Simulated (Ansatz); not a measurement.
The system is GaN.

```xyz
2
Lattice="0.0000 2.1352 2.1352 2.1352 0.0000 2.1352 2.1352 2.1352 0.0000" Properties=species:S:1:pos:R:3 pbc="T T T"
Ga    0.0000    0.0000    0.0000
N     2.1352    2.1352    2.1352
```

Measurements of this composition are mostly on another form, of space group No. 186.

* Program: Ansatz 0.2.0
* Task: relaxation of cell and atoms
* Functional: LDA
* Potentials or basis: Ansatz PAW
* Cutoff: 420 eV (not typed: the program's choice for these potentials)
* k mesh: 11 × 11 × 11
* Occupations: fermi-dirac, width 0.05 eV
* Spin: no spin polarisation

At the start: volume 9.74 Å³/atom.

How do energy, volume and symmetry change on relaxing?

It ends after 7 steps and the volume is 9.14 Å³/atom (-6.2 %); space group Fm-3m (No. 225, to 0.05 Å).

The path:
```csv
step,energy change (eV),largest force (eV/Å),volume (Å³)
1,0.0000,0.0000,19.47
2,-0.0507,0.0000,18.68
3,-0.0587,0.0000,18.25
4,-0.0586,0.0000,18.30
5,-0.0542,0.0000,18.30
6,-0.0543,0.0000,18.27
7,-0.0542,0.0000,18.27
```

Final structure:
```yaml
crystal:
  lattice:
    - [0.00000, 2.09049, 2.09049]
    - [2.09049, 0.00000, 2.09049]
    - [2.09049, 2.09049, 0.00000]
  atoms:
    - { symbol: Ga, position: [0.00000, 0.00000, 0.00000] }
    - { symbol: N, position: [0.50000, 0.50000, 0.50000] }
```

Caveat: the plane-wave basis is chosen anew once the cell has moved, so the energies of steps on either side of that aren't comparable; the pressure holds a Pulay correction of +0.8 GPa for the finite cutoff; the PAW data sets come from PBE, with cores solved anew for the run's functional, which leaves a small shift of forces and pressure.
